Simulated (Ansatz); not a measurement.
Runs of Ansatz 0.2.0 on Re. The structure is hexagonal, space group P6_3/mmc (No. 194). Conventional cell: a = 2.766 Å, b = 2.766 Å, c = 8.939 Å, α = 90.00°, β = 90.00°, γ = 120.00°. Re (site symmetry -6m2) is surrounded by 12 Re at 2.75 to 2.77 Å. Around Re (site symmetry -3m) lie 12 Re at 2.75 to 2.77 Å. 

| task | level | spin | cell | points for each segment of the path | gap on the mesh (eV) | pressure (GPa) | relaxed volume (Å³/atom) |
| --- | --- | --- | --- | --- | --- | --- | --- |
| relaxation of cell and atoms | RPBE | off | relaxed | - | none | 0.0 | (b) |
| relaxation of cell and atoms | LDA | off | relaxed | - | none | 0.0 | (a) |
| band structure | PBEsol | off | as given | 14 | none | -6.4 | - |
| band structure | PBEsol | SOC, no magnetisation | as given | 14 | none | -5.7 | - |
| relaxation of cell and atoms | PBEsol | off | relaxed | - | none | 0.0 | 14.56 |

Alike in all rows: potentials or basis Ansatz PAW; k mesh 8 × 8 × 3; cutoff (eV) 420; smearing fermi-dirac 0.05 eV.

Problem. Estimate the missing entries.

Solution. (a) 14.33; (b) 15.12.

Caveats: the PAW data sets come from PBE, with cores solved anew for the run's functional, which leaves a small shift of forces and pressure; the plane-wave basis is chosen anew once the cell has moved, so the energies of steps on either side of that aren't comparable (some runs); spin-orbit coupling is left out, which moves the levels of the heavy elements (some runs).

A k mesh can miss the band edges, and rows without SOC leave out spin-orbit coupling on Re.

A gap of «none» marks a metal or a gap under the smearing width.

Runs at the PBE level aren't shown here.
